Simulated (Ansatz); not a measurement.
Crystal: Os.

```xyz
2
Lattice="2.7341 0.0000 0.0000 -1.3671 2.3678 0.0000 0.0000 0.0000 4.3197" Properties=species:S:1:pos:R:3 pbc="T T T"
Os    1.3671    0.7893    3.2398
Os    0.0000    1.5785    1.0799
```

Base run:

```yaml
Program: Ansatz 0.2.0
Functional: PBEsol
Potentials_or_basis: all-electron LAPW, relativistic spinors
Cutoff: 295 eV
Density_cutoff: 1181 eV
Basis_error_allowed: 0.001 eV/atom
k_mesh: 8 × 8 × 5
Occupations: fermi-dirac, width 0.05 eV
Spin: spin-orbit coupling, no magnetisation
```

Its results: pressure -3.0 GPa.

**Question.** The run is repeated on the same cell with these changes: functional from PBEsol to PBE. What comes out?

**Answer.** Pressure 8.4 GPa.

PBE binds less tightly than PBEsol, so the same cell stands under more pressure.

Caveats: the k mesh is thin for a metal, which can move the energy by tens of meV per atom.

Not every run made on this cell is shown here.
